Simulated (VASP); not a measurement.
The system is Sb2Se3.

```xyz
5
Lattice="5.2372 0.0000 0.0000 0.0000 5.2372 0.0000 0.0000 0.0000 5.2372" Properties=species:S:1:pos:R:3 pbc="T T T"
Sb    2.6186    2.6186    2.6186
Sb    0.0000    0.0000    0.0000
Se    2.6186    0.0000    0.0000
Se    0.0000    2.6186    0.0000
Se    0.0000    0.0000    2.6186
```

The cell was built by a generator and needn't be a form met in nature.

| Property | Result |
| --- | --- |
| Program | VASP 6.6.1 |
| Task | relaxation of cell and atoms |
| Functional | PBE |
| Potentials or basis | VASP PAW PBE potentials, release 64 (Sb, Se) |
| Cutoff | 520 eV |
| k mesh | 3 × 3 × 3 |
| Occupations | gaussian, width 0.15 eV |
| Spin | no spin polarisation |

At the start: pressure 2.0 GPa; volume 28.73 Å³/atom.

Where does the relaxation end?

Over 3 steps the energy falls by 6.7 meV/atom and the volume is 29.87 Å³/atom (+4.0 %); space group Pm-3m (No. 221, to 0.05 Å).

Step by step:
```
step  energy change (eV)  largest force (eV/Å)  pressure (GPa)  volume (Å³)
   1              0.0000                0.0000            1.99       143.65
   2             -0.0306                0.0000           -0.55       151.20
   3             -0.0336                0.0000            0.02       149.33
```

Final structure:
```
Sb Se
1.0
     5.30533    0.00000    0.00000
     0.00000    5.30533    0.00000
     0.00000    0.00000    5.30533
Sb Se
2 3
Cartesian
  2.6527 2.6527 2.6527
  0.0000 0.0000 0.0000
  2.6527 0.0000 0.0000
  0.0000 2.6527 0.0000
  0.0000 0.0000 2.6527
```

Caveat: the k mesh is coarse (spacing up to 0.40 Å⁻¹), so the values aren't converged.
